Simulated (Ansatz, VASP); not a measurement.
One calculation of InP, two programs

```
In P
1.0
     0.00000    2.70357    2.70357
     2.70357    0.00000    2.70357
     2.70357    2.70357    0.00000
In P
1 1
Cartesian
  0.0000 0.0000 0.0000
  2.7036 2.7036 2.7036
```

Alike in both runs: functional PBE; k mesh 13 × 13 × 13; occupations fermi-dirac, width 0.08 eV; no spin polarisation.

Ansatz relaxed the structure, and its values are those at the end. VASP's run is a single point on that final structure, the one shown.

|  | VASP | Ansatz |
| --- | --- | --- |
| version | VASP 6.6.1 | Ansatz 0.2.0 |
| potentials or method | VASP PAW PBE potentials, release 64 (In_d, P), cutoff 520 eV | all-electron LAPW, scalar-relativistic |

|  | VASP | Ansatz | Ansatz less VASP |
| --- | --- | --- | --- |
| pressure (GPa) | 6.4 | 6.4 | +0.04 |

Ansatz ran all-electron here, so the differences hold the error of VASP's frozen core and of both bases.
